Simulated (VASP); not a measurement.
Wanted: the native input for a VASP 6.6.1 run.

```
Task                   : relaxation of cell and atoms
Functional             : PBEsol
Potentials or basis    : VASP PAW PBE potentials, release 64 (Cu, O)
Cutoff                 : 600 eV
k mesh                 : 11 × 11 × 11
Occupations            : fermi-dirac, width 0.05 eV
Spin                   : no spin polarisation
Target pressure        : 2 GPa
Further INCAR settings : ALGO = Fast; EDIFF = 1e-07; IBRION = 2; EDIFFG = -0.01; NSW = 40; ISIF = 3
Target pressure        : 2 GPa
```

The structure of CuO lies in POSCAR:

```
CuO
1.0
    0.0000000000      2.1165600000      2.1165600000
    2.1165600000      0.0000000000      2.1165600000
    2.1165600000      2.1165600000      0.0000000000
Cu O
1 1
Direct
    0.0294977200      0.0281008700      0.9080259900
    0.4705022800      0.4718991300      0.5919740100
```

The cell comes from a database or a generator and needn't be the stable form of this composition.

The cell isn't the ideal one: pressure_gpa = 2; atom 2 moved 0.45 Å.

The input as run:

INCAR

```
SYSTEM = CuO
ALGO = Fast ; EDIFF = 1E-7
EDIFFG = -0.01 ; ENCUT = 600
GGA = PS ; IBRION = 2
ISIF = 3 ; ISMEAR = -1
LASPH = .TRUE. ; LCHARG = .FALSE.
LREAL = .FALSE. ; LWAVE = .FALSE.
NELM = 80 ; NSW = 40
PREC = Accurate ; PSTRESS = 20
SIGMA = 0.05
```

KPOINTS

```
k-points
0
G
  11 11 11
  0 0 0
```

Potentials or basis: VASP PAW PBE potentials, release 64 (Cu, O).

The run is started by

```bash
$ cat potpaw_PBE.64/Cu/POTCAR potpaw_PBE.64/O/POTCAR > POTCAR
$ mpirun -np 1 vasp_std > vasp.out
```

It gave:

* Relaxed volume: 9.03 Å³/atom
* Relaxed cell: a = 2.941 Å, b = 2.945 Å, c = 2.945 Å, α = 59.92°, β = 60.03°, γ = 60.14°
* Space group after relaxing (to 0.05 Å): Fm-3m (No. 225)
* Energy change on relaxing (the enthalpy is what falls): -199.5 meV/atom
* Ionic steps: 17
* Pressure after relaxing: 2.0 GPa
* Largest force after relaxing: 0.007 eV/Å
* Band gap on the k mesh: none (metal or under the smearing width)

Caveat: the cell is relaxed towards a set pressure, so the enthalpy falls and the energy may rise; the PAW data sets were made with another functional, which shifts forces and pressure a little; an odd number of electrons without spin polarisation forces a metal; a magnetic or distorted state may lie lower; the run has no spin polarisation, though such a crystal can be magnetic; semilocal functionals often make such compounds metallic where correlation or magnetic order opens a gap, which also shifts bond lengths.

Run time: 11 min on 1 thread of Intel(R) Xeon(R) 6975P-C (Granite Rapids), on a shared host, peak memory 0.38 GiB.
